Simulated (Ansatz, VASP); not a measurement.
Two plane-wave programs on KCl

```
K Cl
1.0
     3.63400    0.00000    0.00000
     0.00000    3.63400    0.00000
     0.00000    0.00000    3.63400
K Cl
1 1
Direct
  0.00000 0.00000 0.00000
  0.50000 0.50000 0.50000
```

Alike in both runs: task electric field gradients; functional PBEsol; k mesh 7 × 7 × 7; occupations fermi-dirac, width 0.01 eV; no spin polarisation.

|  | VASP | Ansatz |
| --- | --- | --- |
| version | VASP 6.6.1 | Ansatz 0.2.0 |
| potentials or method | VASP PAW PBE potentials, release 64 (K_sv, Cl) | PAW with Ansatz's default frozen-core files, scalar-relativistic |
| plane-wave cutoff (eV) | 520 | 420 |
| valence electrons in the cell | 16 | 16 |

VASP gave:

```
gap on the k mesh at the Fermi level (eV)                      : 5.40
pressure (GPa)                                                 : 2.4
Vzz of the field gradient on the site that differs most (V/Å²) : 0.0
```

What did Ansatz give for the same quantities?

gap on the k mesh at the Fermi level (eV): 5.40; pressure (GPa): 2.3; Vzz of the field gradient on the site that differs most (V/Å²): 0.0.

Caveats: the PAW data sets were made with another functional, which shifts forces and pressure a little (VASP); an odd mesh through Γ misses points on the zone boundary, where band edges often lie. Expect the measured gap to be larger: semilocal functionals such as PBEsol lack the derivative discontinuity.
